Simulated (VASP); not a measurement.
Input of a VASP 6.6.1 run:

File INCAR:

```
SYSTEM = CsH
PREC     = Accurate       ! precision mode
ENCUT    = 520            ! plane-wave cutoff, eV
EDIFF    = 1E-8           ! SCF threshold, eV
ISMEAR   = -1             ! smearing method
SIGMA    = 0.03           ! smearing width, eV
LREAL    = .FALSE.        ! projectors in reciprocal space
LASPH    = .TRUE.         ! aspherical terms in the spheres
NELM     = 80             ! most SCF steps
ALGO     = Normal         ! electronic algorithm
ISIF     = 2              ! what is computed and relaxed
LWAVE    = .FALSE.        ! write WAVECAR
LCHARG   = .FALSE.        ! write CHGCAR
LEFG     = .TRUE.       
NBANDS   = 12             ! bands
```

File KPOINTS:

```
Automatic mesh
0
G
  8 8 8
  0 0 0
```

POSCAR

```
CsH
1.0
    0.0000000000      3.1880000000      3.1880000000
    3.1880000000      0.0000000000      3.1880000000
    3.1880000000      3.1880000000      0.0000000000
Cs H
1 1
Direct
    0.0000000000      0.0000000000      0.0000000000
    0.5000000000      0.5000000000      0.5000000000
```

Potentials or basis: VASP PAW LDA potentials, release 64 (Cs_sv, H).

Launch:

```bash
$ cat potpaw_LDA.64/Cs_sv/POTCAR potpaw_LDA.64/H/POTCAR > POTCAR
$ mpirun -np 1 vasp_std > vasp.out
```

(1) What does it give for the band gap on the k mesh?

(2) What does it give for the pressure?

## Answers

(1) 1.94 eV, direct.

(2) -1.2 GPa.

Caveat: spin-orbit coupling is left out, which moves the levels of the heavy elements.
